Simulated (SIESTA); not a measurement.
PtS2:

```
Pt S
1.0
     3.54320    0.00000    0.00000
    -1.77160    3.06850    0.00000
     0.00000    0.00000    5.03880
Pt S
1 2
Direct
  0.00000 0.00000 0.00000
  0.66667 0.33333 0.77300
  0.33333 0.66667 0.22700
```

Base run:

| Item | Value |
| --- | --- |
| Program | SIESTA 5.4.2 |
| Functional | BLYP |
| Potentials or basis | PseudoDojo 0.4 standard (PBE files) |
| Basis | DZP (energy shift 0.003 Ry; two zetas on semicore shells) |
| Grid cutoff | 800 Ry |
| Energy shift | 0.003 Ry |
| k mesh | 9 × 9 × 5 |
| Occupations | fermi-dirac, width 0.05 eV |
| Spin | no spin polarisation |

Its results: band gap on the k mesh 0.98 eV, indirect (least direct gap 1.05 eV); pressure 22.8 GPa; largest force 2.507 eV/Å.

Task: After a change of settings the same cell gave: band gap on the k mesh 0.93 eV, indirect (least direct gap 0.97 eV); pressure 11.4 GPa; largest force 1.927 eV/Å. Which change was it?
A. functional from BLYP to LDA; potentials or basis from PseudoDojo 0.4 standard (PBE files) to PseudoDojo 0.4 standard (LDA files)
B. functional from BLYP to AM05; potentials or basis from PseudoDojo 0.4 standard (PBE files) to PseudoDojo 0.4 standard (PBEsol files)
C. functional from BLYP to vdW-DF-cx

Result: C.

Caveats: short orbitals over semicore shells can move pressures by several GPa; the potentials were made for another functional, which shifts forces and pressure; spin-orbit coupling is left out, which moves the levels of the heavy elements; the basis of atomic orbitals isn't converged, which shifts pressures, moduli and gaps.

Runs at the PBE level aren't shown here.
